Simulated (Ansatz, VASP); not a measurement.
**NbP: VASP beside Ansatz**

```
CELL_PARAMETERS angstrom
-1.67492 1.67492 5.74011
1.67492 -1.67492 5.74011
1.67492 1.67492 -5.74011
ATOMIC_POSITIONS crystal
Nb 0.24988 0.74988 0.50000
Nb 0.49988 0.49988 0.00000
P 0.83275 0.33275 0.50000
P 0.08275 0.08275 0.00000
```

Alike in both runs: functional PBEsol; k mesh 8 × 8 × 8; occupations fermi-dirac, width 0.05 eV; no spin polarisation.

|  | VASP | Ansatz |
| --- | --- | --- |
| version | VASP 6.6.1 | Ansatz 0.2.0 |
| potentials or method | VASP PAW PBE potentials, release 64 (Nb_sv, P), cutoff 520 eV | all-electron LAPW, scalar-relativistic |
| task | single point | band structure |

```tsv
	VASP	Ansatz	Ansatz less VASP
gap on the k mesh at the Fermi level (eV)	none	none	-
pressure (GPa)	-6.5	-6.3	+0.21
largest component of the traceless stress (GPa)	0.06	0.05	-0.006
rms of the force components (eV/Å)	0.011	0.011	+0.0002
```

Atom by atom the forces differ by 0.000 eV/Å (rms over components). A gap of «none» marks a metal or a gap that the smearing closes. Ansatz ran all-electron here, so the differences hold the error of VASP's frozen core and of both bases.

Caveats: the PAW data sets were made with another functional, which shifts forces and pressure a little (VASP); the k mesh is thin for a metal, which can move the energy by tens of meV per atom (Ansatz).
